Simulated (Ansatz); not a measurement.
Input, command and steps of an Ansatz relaxation.

```yaml
crystal:
  lattice:
    - [-1.3940510664, 1.3940510664, 1.3940510664]
    - [1.3940510664, -1.3940510664, 1.3940510664]
    - [1.3940510664, 1.3940510664, -1.3940510664]
  atoms:
    - { symbol: Mn, position: [0.0, 0.0, 0.0], spin: 0.55 }
basis:
  ecutwfc: 420
kpoints:
  mp_grid: { grid: [20, 20, 20] }
hamiltonian:
  xc: pbe
scf:
  occupations: { method: gaussian, width: 0.1 }
output:
  forces: true
  stress: true
  eigenvalues: true
  populations: true
magnetization:
  spin_polarized: true
relax:
  adjacent_minimum: "off"
  f_tol: 0.005
  max_steps: 80
  cell: { stress_tol: 0.05 }
```

```bash
ansatz run input.yaml --threads 1 --pin off --max-ram 2560MiB --backend cpu --events-out ev --progress --plain --runs-dir out
```

Method: Ansatz 0.2.0, DFT PBE, scalar-relativistic, plane waves, PAW.

Of 4 frames 3 are shown, positions in Å and forces in eV/Å; the SCF threshold varies from step to step. Steps run on the plane waves of an earlier cell, with a Pulay correction in the pressure. The basis is chosen afresh for the last frame, the zero of the energies, and at times for earlier ones too; energy and pressure step there, also at an unchanged geometry.

```xyz
1
Lattice="-1.3941 1.3941 1.3941 1.3941 -1.3941 1.3941 1.3941 1.3941 -1.3941" Properties=species:S:1:pos:R:3:forces:R:3 pbc="T T T" step=1 free_energy_over_end_meV_per_atom=0.72 pressure_GPa=2.32
Mn    0.0000    0.0000    0.0000    0.0000    0.0000    0.0000
1
Lattice="-1.3967 1.3967 1.3967 1.3967 -1.3967 1.3967 1.3967 1.3967 -1.3967" Properties=species:S:1:pos:R:3:forces:R:3 pbc="T T T" step=2 free_energy_over_end_meV_per_atom=0.12 pressure_GPa=0.86
Mn    0.0000    0.0000    0.0000    0.0000    0.0000    0.0000
1
Lattice="-1.3983 1.3983 1.3983 1.3983 -1.3983 1.3983 1.3983 1.3983 -1.3983" Properties=species:S:1:pos:R:3:forces:R:3 pbc="T T T" step=4 free_energy_over_end_meV_per_atom=0.00 pressure_GPa=0.02
Mn    0.0000    0.0000    0.0000    0.0000    0.0000    0.0000
```

It took 22 s on 1 thread of Arm Neoverse V2 (shared host), peak memory 0.34 GiB.